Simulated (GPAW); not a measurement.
The system is FeO (Wuestite).

```
CELL_PARAMETERS angstrom
0.00000 2.15540 2.15540
2.15540 0.00000 2.15540
2.15540 2.15540 0.00000
ATOMIC_POSITIONS crystal
Fe 0.00000 0.00000 0.00000
O 0.50000 0.50000 0.50000
```

Base run:

* Program: GPAW 26.7.0
* Functional: RPBE
* Potentials or basis: the program's PAW data sets (release 1.2.1) made for this functional
* Cutoff: 800 eV
* Basis: pw
* k mesh: 11 × 11 × 11
* Occupations: fermi-dirac, width 0.05 eV
* Spin: collinear spin, ferromagnetic start
* Starting moments: [3.0, 0.0] μB

Its results: pressure 6.7 GPa; net moment 4.00 μB per cell; site moments Fe +3.56; O +0.23 μB.

Question: The run is repeated on the same cell with these changes: functional from RPBE to revPBE; band points from 60 to 100. What comes out?

Answer: Pressure 5.2 GPa; net moment 4.00 μB per cell; site moments Fe +3.55; O +0.23 μB.

Caveats: a cell with one magnetic atom can't hold antiferromagnetic order, which such compounds often take.
